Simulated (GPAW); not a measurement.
**Fe: band structure with LDA+U**

Crystal: Fe.

```
Fe
1.0
    -1.44300    1.44300    1.44300
     1.44300   -1.44300    1.44300
     1.44300    1.44300   -1.44300
Fe
1
Direct
  0.00000 0.00000 0.00000
```

* Program: GPAW 26.7.0
* Task: band structure
* Functional: LDA
* Potentials or basis: the program's PAW data sets (release 1.2.1) made for this functional
* Cutoff: 600 eV
* Basis: pw
* k mesh: 10 × 10 × 10
* Occupations: fermi-dirac, width 0.05 eV
* Spin: collinear spin, ferromagnetic start
* Starting moments: [3.0] μB
* Hubbard terms: Fe d U = 5.3 eV
* Maxiter: 150
* Band path: GHNGPH,PN
* Band points: 80

| Item | Value |
| --- | --- |
| Pressure | 9.3 GPa |
| Band gap along the path | none (metal or under the smearing width) |
| Net moment | 3.16 μB per cell |
| Site moments | Fe +3.31 μB |

Levels at the corners of the path, in eV from the Fermi level:
Spin up:
```
point  band 3  band 4  band 5  band 6  band 7
    Γ   -5.94   -5.94   -4.79   -4.79    7.27
    H   -3.88   -3.88   -3.88    7.15    7.15
    N   -4.77   -4.67   -3.66   -0.40    4.89
    Γ   -5.94   -5.94   -4.79   -4.79    7.27
    P   -6.34   -4.64   -4.64    6.54    6.54
    H   -3.88   -3.88   -3.88    7.15    7.15
    P   -6.34   -4.64   -4.64    6.54    6.54
    N   -4.77   -4.67   -3.66   -0.40    4.89
```
Spin down:
```
point  band 1  band 2  band 3  band 4  band 5  band 6
    Γ   -8.75    0.70    0.70    0.70    3.12    3.12
    H   -2.01   -2.01    3.50    3.50    3.50    9.06
    N   -3.18   -0.68   -0.17    2.88    3.43    3.82
    Γ   -8.75    0.70    0.70    0.70    3.12    3.12
    P   -1.30   -1.30   -1.30    3.49    3.49    9.36
    H   -2.01   -2.01    3.50    3.50    3.50    9.06
    P   -1.30   -1.30   -1.30    3.49    3.49    9.36
    N   -3.18   -0.68   -0.17    2.88    3.43    3.82
```

Wall time 20 s on 1 thread of Arm Neoverse V2, with other jobs on the host, peak memory 0.17 GiB.

Caveat: the U is typed as a test and isn't derived for this compound. The state reached can hang on the start; a lower one may exist.
